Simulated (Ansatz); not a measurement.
# What a trial cell of S relaxes into

All numbers below come from DFT PBEsol, scalar-relativistic, plane waves, PAW in Ansatz. Cutoff 420 eV, Γ-centred k mesh, Gaussian smearing, no spin polarisation in the final step.

The start puts S on the simple hexagonal structure type (P6/mmm, No. 191), at a guessed volume.

```
S
1.0
     3.26459    0.00000    0.00000
    -1.63229    2.82722    0.00000
     0.00000    0.00000    3.05035
S
1
Cartesian
  0.0000 0.0000 0.0000
```

Cell and atoms relax at zero pressure; the relaxation can't lower the symmetry of the start. After a coarse first stage the cell is made exact in the group found at 0.06 Å.

Energies count from the standard state of S at the same level.

Question: What does it relax into?

Answer: It keeps P6/mmm (No. 191), but not the shape of the type it started on. Conventional cell: a = 3.096 Å, c = 2.165 Å. S has 2 S at 2.16 Å.

```cif
data_structure
_symmetry_space_group_name_H-M 'P6/mmm'
_symmetry_Int_Tables_number 191
_cell_length_a 3.0965
_cell_length_b 3.0965
_cell_length_c 2.1647
_cell_angle_alpha 90.000
_cell_angle_beta 90.000
_cell_angle_gamma 120.000
_cell_volume 17.97
loop_
_atom_site_label
_atom_site_type_symbol
_atom_site_symmetry_multiplicity
_atom_site_Wyckoff_symbol
_atom_site_fract_x
_atom_site_fract_y
_atom_site_fract_z
_atom_site_occupancy
S1 S 1 a 0.00000 0.00000 0.00000 1
```

Question: What are its volume, energy, density and gap?

Answer: The volume per atom is 18.0 Å³. The density is 3.0 g/cm³. The energy over the standard structure is 0.58 eV/atom. The gap on the 21×21×26 mesh is 0 eV (a metal).

The final run used a 21×21×26 mesh on its 1-atom cell and 0.10 eV smearing. For metals, differences of a few meV/atom aren't resolved. Weakly bound directions are ill-defined at this level, which has no dispersion term. Symmetry constrained the relaxation, so the result can be a saddle point. The steps took roughly 30 core-seconds in all.